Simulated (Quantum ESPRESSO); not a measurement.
**PtSe2 (Sudovikovite) under changes of volume**

One of the cells (20.265 Å³/atom); the others are scaled copies at fixed shape and fractional positions:

```xyz
3
Lattice="3.7240 0.0000 0.0000 -1.8620 3.2251 0.0000 0.0000 0.0000 5.0620" Properties=species:S:1:pos:R:3 pbc="T T T"
Pt    0.0000    0.0000    0.0000
Se    1.8620    1.0750    3.7965
Se    0.0000    2.1501    1.2655
```

| Quantity | Value |
| --- | --- |
| Program | Quantum ESPRESSO 7.5 |
| Functional | LDA |
| Potentials or basis | PseudoDojo 0.4.1 SR LDA standard |
| Cutoff | 1170 eV |
| Density cutoff | 4680 eV |
| k mesh | 8 × 8 × 5 |
| Occupations | fermi-dirac, width 0.05 eV |
| Spin | no spin polarisation |

```csv
volume (Å³/atom),energy over the lowest point (meV/atom),pressure (GPa),largest force (eV/Å)
19.049,29.74,8.9,1.044
19.455,11.65,5.4,0.735
19.860,2.05,2.2,0.451
20.265,0.00,-0.6,0.192
20.671,?,?,?
21.076,15.29,-5.3,0.265
21.481,31.22,-7.3,0.465
```

Question: What does the run at 20.671 Å³/atom give?

Answer: Energy over the lowest point 4.66 meV/atom; pressure -3.1 GPa; largest force 0.046 eV/Å.

Worked out: A Birch-Murnaghan fit of order 3 (a polynomial in V^(-2/3)) to the other rows has its minimum at 20.18 Å³/atom with B0 = V·E''(V) = 135 GPa and B' = 4.8 at fixed shape and positions, which overstates the stiffness. It gives 4.66 meV/atom at 20.671 Å³/atom, against the run's 4.66, and -dE/dV = -3.1 GPa, against -3.1.

Energies are extrapolated to zero smearing.

Caveats: forces of over 1 eV/Å show positions far from the minimum, so gaps and moduli don't describe the material at rest (some runs).
